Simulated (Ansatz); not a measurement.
Calculation for V (bcc type): DFT, PBE, all-electron LAPW, scalar-relativistic (Ansatz 0.2.0). This run: bcc relaxed under pressure.

The base cell comes from a relaxation on PAW files under the same functional.

Command: `ansatz run input.yaml --threads 1 --pin off --max-ram 3584MiB --backend cpu --events-out ev --progress --plain --runs-dir out` It took 24 s on 1 thread of Arm Neoverse V2 (shared host), peak memory 0.41 GiB.

```yaml
crystal:
  lattice:
    - [-1.326062141, 1.326062141, 1.326062141]
    - [1.326062141, -1.326062141, 1.326062141]
    - [1.326062141, 1.326062141, -1.326062141]
  atoms:
    - { symbol: V, position: [0.0, 0.0, 0.0] }
kpoints:
  mp_grid: { grid: [20, 20, 20] }
scf:
  occupations: { method: fermi_dirac, width: 0.1 }
hamiltonian:
  xc: pbe
  pseudopotentials: { kind: all_electron, lapw: { basis_error: 0.0005 } }
output:
  forces: true
  stress: true
  eigenvalues: true
relax:
  f_tol: 0.005
  max_steps: 12
  cell: { p_target: 130.0, stress_tol: 0.065 }
```

Output:

```
The last accepted step is kept in <dir> (removed where the run ends without a failure and the disk answers)
LAPW: plane waves up to 10.214 Å⁻¹, error target 5.0e-4 eV per atom; small_component_spin mean_spin; V in spheres of 1.114 Å, 19 of its electrons in bands, Dirac shells [] (how accurate: hamiltonian.pseudopotentials.lapw.basis_error, Limitations)
Engine: ansatz 0.2.0
Pseudopotentials: kind: all_electron
Pseudopotential: V, LAPW, valence charge 19, lapw/all_electron/scalar/gaussian/V, Koelling and Harmon's equation, gaussian nucleus
Functional definition: PBE
  parameter kappa = 0.804
  parameter beta = 0.06672455060314922
  exchange = pbe_x(kappa = kappa, mu = beta*pi^2/3)
  correlation = pbe_c(beta = beta)
Crystal: 1 atoms, lattice volume = 9.327 Å³
Basis set: ecut = 397.4967749094456 eV, 177 PW (Γ), exchange–correlation at level 2
Bands: 14, of which v1, the nominal top of the filled ones, is band 10 counted from 1 (9 counted from 0)
Symmetry: 48 space group operations
Space group: Im-3m (ITA 229), of the structure as read, at distance tolerance 2.1e-5 Å
k-points: 256 of 8000
Non-local potential: V, projectors of the file, none
Initial density: superposition of atomic densities (chi_scale 0.1, normalization cell)
Initial wavefunctions: plane waves of lowest kinetic energy (no species holds an atomic orbital)
Functional: x = pbe(κ = 0.804, μ = 0.2195149727645171), c = pbe(β = 0.06672455060314922)
iter 1 solved again at ethr=3.43e-4 eV; its pass at ethr=1.00e-1 eV (dr2=6.52e-2 eV) is discarded
SCF iter   1: F=—  HF=-25831.013190 eV  |F-HF|=—  |Δ(HF+E_count)|=         —  Δρ=3.91e-2  dr2=6.55e-2  ethr=3.43e-4  ⟨swp⟩=2.9  Hψ=23311  notcnv=0
preconditioner: auto → none  [metal: Δε(μ)=0.024 eV  Ē_g=28.598 eV  σ=0.100 eV  W_gap=0.06  n_scr=0 (ndim 8)  ℏωp=40.3 eV  f_vac=0.000  D(μ)=1.10/eV (n_scr^D=12)]
iter 2 solved again at ethr=4.90e-6 eV; its pass at ethr=3.43e-4 eV (dr2=9.31e-4 eV) is discarded
SCF iter   2: F=—  HF=-25830.852027 eV  |F-HF|=—  |Δ(HF+E_count)|=   1.61e-1  Δρ=5.82e-3  dr2=9.33e-4  ethr=4.90e-6  ⟨swp⟩=2.1  Hψ=18495  notcnv=0
SCF iter   3: F=—  HF=-25830.846399 eV  |F-HF|=—  |Δ(HF+E_count)|=         —  Δρ=4.66e-3  dr2=6.59e-4  ethr=4.90e-6  ⟨swp⟩=2.8  Hψ=10581  notcnv=0
the basis was enlarged: its passes take 564.4 KiB over the memory plan, 1 of 1 planned eigensolver slots
SCF iter   4: F=—  HF=-25830.846614 eV  |F-HF|=—  |Δ(HF+E_count)|=   2.15e-4  Δρ=3.90e-4  dr2=4.07e-6  ethr=3.47e-6  ⟨swp⟩=2.0  Hψ=10189  notcnv=0
SCF iter   5: F=-25830.846617 eV  HF=-25830.846617 eV  |F-HF|=2.24e-9  |Δ(HF+E_count)|=   3.20e-6  Δρ=2.50e-5  dr2=2.12e-8  ethr=2.14e-8  ⟨swp⟩=2.0  Hψ=10189  notcnv=0
SCF 1 converged in 5 iterations: F = -25830.846617 eV  dr2 = 2.12e-8
relax step   1: F+E_penalty+E_count = -25830.84661682 eV  Δ(F+E_penalty+E_count) = +0.000e0 eV  max|allowed force component| = 0.000e0 eV/Å  Δτ_max = 0.0000 Å  P = +130.033 GPa  Ω = 9.327 Å³  (5 SCF iters, accepted)
Initial density: handed on by an earlier stage of this run
Initial wavefunctions: those handed on with the density
iter 1 solved again at ethr=1.11e-10 eV; its pass at ethr=1.00e-1 eV (dr2=2.12e-8 eV) is discarded
SCF iter   1: F=—  HF=-25830.846617 eV  |F-HF|=—  |Δ(HF+E_count)|=         —  Δρ=2.50e-5  dr2=2.12e-8  ethr=1.11e-10  ⟨swp⟩=4.0  Hψ=17576  notcnv=0
preconditioner: auto → none  [metal: Δε(μ)=0.010 eV  Ē_g=28.638 eV  σ=0.100 eV  W_gap=0.03  n_scr=0 (ndim 8)  ℏωp=40.3 eV  f_vac=0.000  D(μ)=1.17/eV (n_scr^D=18)]
SCF iter   2: F=-25830.846617 eV  HF=-25830.846617 eV  |F-HF|=5.07e-9  |Δ(HF+E_count)|=   1.46e-8  Δρ=1.00e-5  dr2=2.81e-9  ethr=1.11e-10  ⟨swp⟩=2.0  Hψ=10189  notcnv=0
SCF 2 converged in 2 iterations: F = -25830.846617 eV  dr2 = 2.81e-9
relax step   2: F+E_penalty+E_count = -25830.84661684 eV  Δ(F+E_penalty+E_count) = -1.362e-8 eV  max|allowed force component| = 0.000e0 eV/Å  Δτ_max = 0.0000 Å  P = +130.032 GPa  Ω = 9.327 Å³  stress off target by 3.17e-2 GPa  SCF on the basis re-selected at this cell (its energy is not comparable with the rows above)  (2 SCF iters)
basis re-selected at this cell: Δ(F+E_penalty+E_count) = -1.362e-8 eV, ΔP = -0.001 GPa vs the last step (what re-selecting the basis moved, after the strain that the cell walked since its last selection, with what the two solves' SCF thresholds leave and, on support functions, any second-order correction that the steps lacked; it is no measure of the basis error at this ecutwfc). This SCF's stress stands 3.17e-2 GPa from its target on what of the cell is left free (relax.cell.stress_tol is 6.50e-2 GPa) and its largest allowed force component is 0.00e0 eV/Å (relax.f_tol is 5.00e-3 eV/Å): within both
SCF converged after 2 iterations
Free energy (F): -25830.846617 eV
Harris-Foulkes:  -25830.846617 eV  (|F-HF|=5.07e-9)
Internal energy: -25830.808147 eV  (E = F + TS)
E sigma→0 (E₀):  -25830.827382 eV
Entropy (-TS):   -0.038470 eV (-38.470 meV/atom)
Fermi energy:    25.764660 eV
--- Per-component energies (eV) ---
  E_band       = -2841.344656
  E_kinetic    = 26127.676761
  E_xc         = -1242.382888
  E_electrostatic = -50716.102020  (all electrons and nuclei)
  E_smearing   = -0.038470  (= −TS)
  E_closure    = 0.000000  (closes the sum)
  E_atoms      = -25823.683572  (free atoms, spherical and without spin; not in F)
  Σ components = -25830.846617   (vs F -25830.846617, Δ=0.00e0)
  Basis errors (estimates in eV, not in F): energy 1.4e-4 per atom: plane waves 1.2e-4 (6.3e-5 summed), levels above the bands 6.9e-66, relativity 1.8e-8, radial functions 2.2e-5, core shells 7.5e-7; eigenvalues (radial functions only) 1.1e-6; not estimated: angular momenta, meshes, grids; target (lapw.basis_error) 5.0e-4; muffin-tin radii V 1.114 Å
--- Forces (eV/Å), atoms counted from 1 ---
  atom   1  V     -0.00000000    -0.00000000    -0.00000000
  max |Σ_I F_I| component: 9.86e-32 eV/Å
--- Stress (GPa, compression-positive) ---
      130.031706       0.000000       0.000000
        0.000000     130.031706      -0.000000
        0.000000      -0.000000     130.031706
  P = ⅓ Tr σ = 130.0317 GPa (1300.317 kbar)
--- Band table (eV; the first three rows and the last of 256) ---
  k-point 0: bands = ["-469.5176", "-469.5176", "-469.5176", "-37.9214", "-10.1010", "-10.1010", "-10.1010", "18.8187", "26.0441", "26.0441", "26.0441", "29.1813", "29.1813", "49.1810"]
  k-point 1: bands = ["-469.5176", "-469.5176", "-469.5176", "-37.9034", "-10.1721", "-10.1211", "-10.1021", "18.9648", "25.9691", "26.0299", "26.1631", "29.0843", "29.1849", "49.1820"]
  k-point 2: bands = ["-469.5176", "-469.5176", "-469.5176", "-37.8506", "-10.3763", "-10.1789", "-10.1053", "19.3838", "25.7566", "25.9695", "26.5139", "28.8558", "29.1989", "49.1093"]
  k-point 255: bands = ["-469.5176", "-469.5176", "-469.5176", "-36.6433", "-11.8303", "-11.8303", "-11.8303", "20.4583", "20.4583", "31.4913", "31.4913", "31.4913", "40.2402", "40.2402"]
--- Relaxed structure (1 steps of the walk, 1 accepted, 1 SCFs on fresh bases) ---
  F+E_penalty+E_count = -25830.84661684 eV   max|allowed force component| = 0.000e0 eV/Å   (the final SCF, on the basis selected at the relaxed cell)
  cell:  # Å, volume = 9.3272 Å³
    - [-1.326062141, 1.326062141, 1.326062141]
    - [1.326062141, -1.326062141, 1.326062141]
    - [1.326062141, 1.326062141, -1.326062141]
  atoms:
    - { symbol: V, position: [0.0, 0.0, 0.0] }
```

Next run (hcp relaxed under pressure), as changes to the input before:

```diff
   lattice:
-    - [-1.326062141, 1.326062141, 1.326062141]
-    - [1.326062141, -1.326062141, 1.326062141]
-    - [1.326062141, 1.326062141, -1.326062141]
+    - [2.2918158332, 0.0, 0.0]
+    - [-1.1459079166, 1.9847707323, 0.0]
+    - [0.0, 0.0, 4.1723599268]
   atoms:
-    - { symbol: V, position: [0.0, 0.0, 0.0] }
+    - { symbol: V, position: [0.3333333333, 0.6666666667, 0.25] }
+    - { symbol: V, position: [0.6666666667, 0.3333333333, 0.75] }
 kpoints:
-  mp_grid: { grid: [20, 20, 20] }
+  mp_grid: { grid: [18, 18, 10] }
 scf:
```

Results part of the output:

```
basis re-selected at this cell: Δ(F+E_penalty+E_count) = +3.956e-8 eV, ΔP = -0.000 GPa vs the last step (what re-selecting the basis moved, after the strain that the cell walked since its last selection, with what the two solves' SCF thresholds leave and, on support functions, any second-order correction that the steps lacked; it is no measure of the basis error at this ecutwfc). This SCF's stress stands 1.36e-2 GPa from its target on what of the cell is left free (relax.cell.stress_tol is 6.50e-2 GPa) and its largest allowed force component is 1.48e-16 eV/Å (relax.f_tol is 5.00e-3 eV/Å): within both
SCF converged after 2 iterations
Free energy (F): -51661.069169 eV
Harris-Foulkes:  -51661.069169 eV  (|F-HF|=5.09e-11)
Internal energy: -51660.996267 eV  (E = F + TS)
E sigma→0 (E₀):  -51661.032718 eV
Entropy (-TS):   -0.072903 eV (-36.451 meV/atom)
Fermi energy:    25.748901 eV
--- Per-component energies (eV) ---
  E_band       = -5698.317636
  E_kinetic    = 52255.524688
  E_xc         = -2484.527677
  E_electrostatic = -101431.993277  (all electrons and nuclei)
  E_smearing   = -0.072903  (= −TS)
  E_closure    = 0.000000  (closes the sum)
  E_atoms      = -51647.367143  (free atoms, spherical and without spin; not in F)
  Σ components = -51661.069169   (vs F -51661.069169, Δ=0.00e0)
  Basis errors (estimates in eV, not in F): energy 1.4e-4 per atom: plane waves 1.2e-4 (6.5e-5 summed), levels above the bands 7.6e-13, relativity 1.8e-8, radial functions 1.8e-5, core shells 8.0e-7; eigenvalues (radial functions only) 3.1e-7; not estimated: angular momenta, meshes, grids; target (lapw.basis_error) 5.0e-4; muffin-tin radii V 1.111 Å
--- Forces (eV/Å), atoms counted from 1 ---
  atom   1  V      0.00000000     0.00000000     0.00000000
  atom   2  V      0.00000000    -0.00000000     0.00000000
  max |Σ_I F_I| component: 2.78e-17 eV/Å
--- Stress (GPa, compression-positive) ---
      130.005561       0.000000       0.000000
       -0.000000     130.005561       0.000000
        0.000000       0.000000     129.986357
  P = ⅓ Tr σ = 129.9992 GPa (1299.992 kbar)
--- Band table (eV; the first three rows and the last of 222) ---
  k-point 0: bands = ["-469.9459", "-469.9459", "-469.9345", "-469.9345", "-469.9345", "-469.9345", "-38.3412", "-37.8708", "-12.9799", "-10.8920", "-10.5691", "-10.5691", "-10.4015", "-10.4015", "18.3623", "21.2782", "24.4390", "25.9193", "25.9193", "26.4594", "26.4594", "26.7223", "28.4379"]
  k-point 1: bands = ["-469.9459", "-469.9459", "-469.9345", "-469.9345", "-469.9345", "-469.9345", "-38.3301", "-37.8828", "-12.9319", "-10.9469", "-10.5650", "-10.5650", "-10.4057", "-10.4057", "18.4843", "21.2927", "24.3965", "25.9094", "25.9094", "26.4270", "26.4270", "26.4795", "28.5088"]
  k-point 2: bands = ["-469.9459", "-469.9459", "-469.9345", "-469.9345", "-469.9345", "-469.9345", "-38.2979", "-37.9174", "-12.7918", "-11.1047", "-10.5532", "-10.5532", "-10.4176", "-10.4176", "18.8376", "21.3196", "24.2813", "25.8531", "25.8908", "25.8908", "26.3390", "26.3390", "28.7038"]
  k-point 221: bands = ["-469.9459", "-469.9459", "-469.9345", "-469.9345", "-469.9345", "-469.9345", "-37.3670", "-37.3670", "-12.5321", "-12.5321", "-12.2934", "-12.2934", "-11.1676", "-11.1676", "22.9278", "22.9278", "23.1994", "23.1994", "25.3040", "25.3040", "27.0195", "27.0195", "30.2434"]
--- Relaxed structure (2 steps of the walk, 2 accepted, 1 SCFs on fresh bases) ---
  F+E_penalty+E_count = -51661.06916938 eV   max|allowed force component| = 1.480e-16 eV/Å   (the final SCF, on the basis selected at the relaxed cell)
  cell:  # Å, volume = 18.9768 Å³
    - [2.291774297726157, 0.0, 0.0]
    - [-1.1458871488630784, 1.9847347615710933, 0.0]
    - [0.0, 0.0, 4.172035584949251]
  atoms:
    - { symbol: V, position: [0.3333333333333333, 0.6666666666666666, 0.25] }
    - { symbol: V, position: [0.6666666666666666, 0.3333333333333333, 0.7500000000000001] }
```

Next run (sc relaxed under pressure), as changes to the input before:

```diff
   lattice:
-    - [2.2918158332, 0.0, 0.0]
-    - [-1.1459079166, 1.9847707323, 0.0]
-    - [0.0, 0.0, 4.1723599268]
+    - [2.1266482766, 0.0, 0.0]
+    - [0.0, 2.1266482766, 0.0]
+    - [0.0, 0.0, 2.1266482766]
   atoms:
-    - { symbol: V, position: [0.3333333333, 0.6666666667, 0.25] }
-    - { symbol: V, position: [0.6666666667, 0.3333333333, 0.75] }
+    - { symbol: V, position: [0.0, 0.0, 0.0] }
 kpoints:
-  mp_grid: { grid: [18, 18, 10] }
+  mp_grid: { grid: [18, 18, 18] }
 scf:
```

Command: `ansatz run input.yaml --threads 1 --pin off --max-ram 3584MiB --backend cpu --events-out ev --progress --plain --runs-dir out` It took 31 s on 1 thread of Arm Neoverse V2, on a shared host, peak memory 0.42 GiB.

Results part of the output:

```
basis re-selected at this cell: Δ(F+E_penalty+E_count) = -8.924e-9 eV, ΔP = -0.001 GPa vs the last step (what re-selecting the basis moved, after the strain that the cell walked since its last selection, with what the two solves' SCF thresholds leave and, on support functions, any second-order correction that the steps lacked; it is no measure of the basis error at this ecutwfc). This SCF's stress stands 7.36e-4 GPa from its target on what of the cell is left free (relax.cell.stress_tol is 6.50e-2 GPa) and its largest allowed force component is 0.00e0 eV/Å (relax.f_tol is 5.00e-3 eV/Å): within both
SCF converged after 2 iterations
Free energy (F): -25829.804329 eV
Harris-Foulkes:  -25829.804329 eV  (|F-HF|=9.23e-9)
Internal energy: -25829.777130 eV  (E = F + TS)
E sigma→0 (E₀):  -25829.790729 eV
Entropy (-TS):   -0.027200 eV (-27.200 meV/atom)
Fermi energy:    25.201282 eV
--- Per-component energies (eV) ---
  E_band       = -3996.895407
  E_kinetic    = 26127.218789
  E_xc         = -1243.166699
  E_electrostatic = -50713.829220  (all electrons and nuclei)
  E_smearing   = -0.027200  (= −TS)
  E_closure    = 0.000000  (closes the sum)
  E_atoms      = -25823.683572  (free atoms, spherical and without spin; not in F)
  Σ components = -25829.804329   (vs F -25829.804329, Δ=0.00e0)
  Basis errors (estimates in eV, not in F): energy 2.0e-4 per atom: plane waves 1.9e-4 (1.0e-4 summed), levels above the bands 2.9e-66, relativity 2.5e-8, radial functions 1.5e-5, core shells 3.1e-17; eigenvalues (radial functions only) 3.9e-7; not estimated: angular momenta, meshes, grids; target (lapw.basis_error) 5.0e-4; muffin-tin radii V 1.031 Å
--- Forces (eV/Å), atoms counted from 1 ---
  atom   1  V     -0.00000000    -0.00000000     0.00000000
  max |Σ_I F_I| component: 3.29e-32 eV/Å
--- Stress (GPa, compression-positive) ---
      130.000736       0.000000      -0.000000
        0.000000     130.000736      -0.000000
       -0.000000      -0.000000     130.000736
  P = ⅓ Tr σ = 130.0007 GPa (1300.007 kbar)
--- Band table (eV; the first three rows and the last of 220) ---
  k-point 0: bands = ["-569.7274", "-470.2194", "-470.2194", "-470.2194", "-39.0973", "-10.9284", "-10.9284", "-10.9284", "18.1525", "21.2566", "21.2566", "30.7664", "30.7664", "30.7664", "49.3644"]
  k-point 1: bands = ["-569.7274", "-470.2194", "-470.2194", "-470.2194", "-39.0777", "-11.0389", "-10.9190", "-10.9190", "18.2876", "21.2921", "21.4034", "30.6308", "30.6308", "30.7766", "48.4397"]
  k-point 2: bands = ["-569.7274", "-470.2194", "-470.2194", "-470.2194", "-39.0209", "-11.3523", "-10.8918", "-10.8918", "18.6656", "21.3955", "21.8405", "30.2532", "30.2532", "30.8057", "46.5073"]
  k-point 219: bands = ["-569.7274", "-470.2194", "-470.2194", "-470.2194", "-37.1571", "-13.0999", "-13.0999", "-13.0999", "21.2029", "21.2029", "21.2029", "33.1934", "33.1934", "35.8328", "46.5948"]
--- Relaxed structure (2 steps of the walk, 2 accepted, 1 SCFs on fresh bases) ---
  F+E_penalty+E_count = -25829.80432929 eV   max|allowed force component| = 0.000e0 eV/Å   (the final SCF, on the basis selected at the relaxed cell)
  cell:  # Å, volume = 9.6152 Å³
    - [2.1264406246968366, 2.5679065925163143e-34, 0.0]
    - [2.5679065925163143e-34, 2.1264406246968366, 6.419766481290786e-35]
    - [0.0, 6.419766481290786e-35, 2.1264406246968366]
  atoms:
    - { symbol: V, position: [0.0, 0.0, 0.0] }
```

Next run (omega relaxed under pressure), as changes to the input before:

```diff
   lattice:
-    - [2.1266482766, 0.0, 0.0]
-    - [0.0, 2.1266482766, 0.0]
-    - [0.0, 0.0, 2.1266482766]
+    - [3.9236134093, 0.0, 0.0]
+    - [-1.9618067046, 3.3979488871, 0.0]
+    - [0.0, 0.0, 2.1219378294]
   atoms:
+    - { symbol: V, position: [0.3333333333, 0.6666666667, 0.5] }
+    - { symbol: V, position: [0.6666666667, 0.3333333333, 0.5] }
 kpoints:
-  mp_grid: { grid: [18, 18, 18] }
+  mp_grid: { grid: [10, 10, 13] }
 scf:
```

Results part of the output:

```
basis re-selected at this cell: Δ(F+E_penalty+E_count) = -6.153e-8 eV, ΔP = -0.000 GPa vs the last step (what re-selecting the basis moved, after the strain that the cell walked since its last selection, with what the two solves' SCF thresholds leave and, on support functions, any second-order correction that the steps lacked; it is no measure of the basis error at this ecutwfc). This SCF's stress stands 2.98e-2 GPa from its target on what of the cell is left free (relax.cell.stress_tol is 6.50e-2 GPa) and its largest allowed force component is 1.67e-16 eV/Å (relax.f_tol is 5.00e-3 eV/Å): within both
SCF converged after 3 iterations
Free energy (F): -77492.080581 eV
Harris-Foulkes:  -77492.080581 eV  (|F-HF|=3.70e-9)
Internal energy: -77491.999198 eV  (E = F + TS)
E sigma→0 (E₀):  -77492.039890 eV
Entropy (-TS):   -0.081383 eV (-27.128 meV/atom)
Fermi energy:    25.643695 eV
--- Per-component energies (eV) ---
  E_band       = -11960.280929
  E_kinetic    = 78383.304030
  E_xc         = -3727.148735
  E_electrostatic = -152148.154494  (all electrons and nuclei)
  E_smearing   = -0.081383  (= −TS)
  E_closure    = 0.000000  (closes the sum)
  E_atoms      = -77471.050715  (free atoms, spherical and without spin; not in F)
  Σ components = -77492.080581   (vs F -77492.080581, Δ=0.00e0)
[... lines left out ...]
       -0.000000      -0.000000     129.970196
  P = ⅓ Tr σ = 129.9927 GPa (1299.927 kbar)
--- Band table (eV; the first three rows and the last of 98) ---
  k-point 0: bands = ["-569.4106", "-569.3788", "-569.3788", "-469.8768", "-469.8768", "-469.8722", "-469.8722", "-469.8722", "-469.8722", "-469.8670", "-469.8186", "-469.8186", "-38.3441", "-37.6889", "-37.6052", "-12.5056", "-12.5056", "-12.1709", "-12.1709", "-10.7051", "-10.7051", "-10.3167", "-9.9568", "-9.9052", "18.5117", "21.6317", "23.9861", "23.9861", "23.9911", "23.9911", "24.0795", "24.3298", "26.1699", "26.1699", "28.9739", "28.9739", "28.9827", "28.9827"]
  k-point 1: bands = ["-569.4106", "-569.3788", "-569.3788", "-469.8768", "-469.8768", "-469.8722", "-469.8722", "-469.8722", "-469.8722", "-469.8670", "-469.8186", "-469.8186", "-38.3014", "-37.6592", "-37.5709", "-12.4765", "-12.4765", "-12.1302", "-12.1302", "-10.7002", "-10.7002", "-10.5115", "-10.1579", "-10.0879", "18.7553", "21.9841", "23.8246", "23.8246", "23.8983", "23.8983", "24.5049", "24.6891", "26.1948", "26.1948", "28.7348", "28.7348", "28.8805", "28.8805"]
  k-point 2: bands = ["-569.4106", "-569.3788", "-569.3788", "-469.8768", "-469.8768", "-469.8722", "-469.8722", "-469.8722", "-469.8722", "-469.8670", "-469.8186", "-469.8186", "-38.1808", "-37.5769", "-37.4746", "-12.3950", "-12.3950", "-12.0138", "-12.0138", "-11.0361", "-10.7016", "-10.6895", "-10.6895", "-10.5826", "19.4251", "22.9348", "23.3241", "23.3241", "23.6081", "23.6081", "25.7075", "25.7467", "26.2817", "26.2817", "28.0838", "28.0838", "28.7605", "28.7605"]
  k-point 97: bands = ["-569.4106", "-569.3788", "-569.3788", "-469.8768", "-469.8768", "-469.8722", "-469.8722", "-469.8722", "-469.8722", "-469.8670", "-469.8186", "-469.8186", "-37.2825", "-37.2153", "-37.2080", "-13.3827", "-13.1851", "-13.0887", "-11.9204", "-11.5113", "-11.3160", "-11.1795", "-11.1378", "-10.6014", "20.1847", "22.2169", "22.5172", "22.6984", "23.0248", "24.1349", "25.5394", "26.0408", "26.2837", "27.0194", "27.2317", "30.4764", "30.7113", "31.1044"]
--- Relaxed structure (2 steps of the walk, 2 accepted, 1 SCFs on fresh bases) ---
  F+E_penalty+E_count = -77492.08058106 eV   max|allowed force component| = 1.665e-16 eV/Å   (the final SCF, on the basis selected at the relaxed cell)
  cell:  # Å, volume = 28.2837 Å³
    - [3.92333681011917, -2.8865504743426926e-11, -1.1464010685350089e-20]
    - [-1.9616684050345867, 3.3977093451802385, 5.7320053426019996e-21]
    - [-6.199876341581137e-21, 0.0, 2.121752356475394]
  atoms:
    - { symbol: V, position: [2.457106929754246e-35, 5.5104769160967435e-36, 0.0] }
    - { symbol: V, position: [0.3333333333333333, 0.6666666666666665, 0.5] }
    - { symbol: V, position: [0.6666666666666667, 0.3333333333333333, 0.5] }
```
